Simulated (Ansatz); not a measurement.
**Bi, fcc: how the functional moves the structure**

All rows: Ansatz, plane waves with scalar-relativistic PAW, 420 eV (500 eV for the SCAN forms), relaxed under each functional, no dispersion correction, no zero-point motion. B₀ comes from uniform scaling at fixed shape; a dash is a value not given.

```tsv
functional	V (Å³/atom)	cell	B₀ (GPa)	magnetic state	ΔE to A7 rhombohedral (meV/atom)
PBE	31.85	a = 5.032 Å	52	spin not included	185
r²SCAN	31.40	a = 5.008 Å	56	spin not included	308
PBEsol	30.24	a = 4.945 Å	61	spin not included	139
LDA	29.53	a = 4.907 Å	63	spin not included	157
RPBE	32.77	a = 5.080 Å	47	spin not included	212
BLYP	34.60	a = 5.173 Å	40	spin not included	366
```

(1) What does revPBE give?

Results:

(1) V (Å³/atom): 32.51; cell: a = 5.066 Å; B₀ (GPa): 48; magnetic state: spin not included; ΔE to A7 rhombohedral (meV/atom): 203.
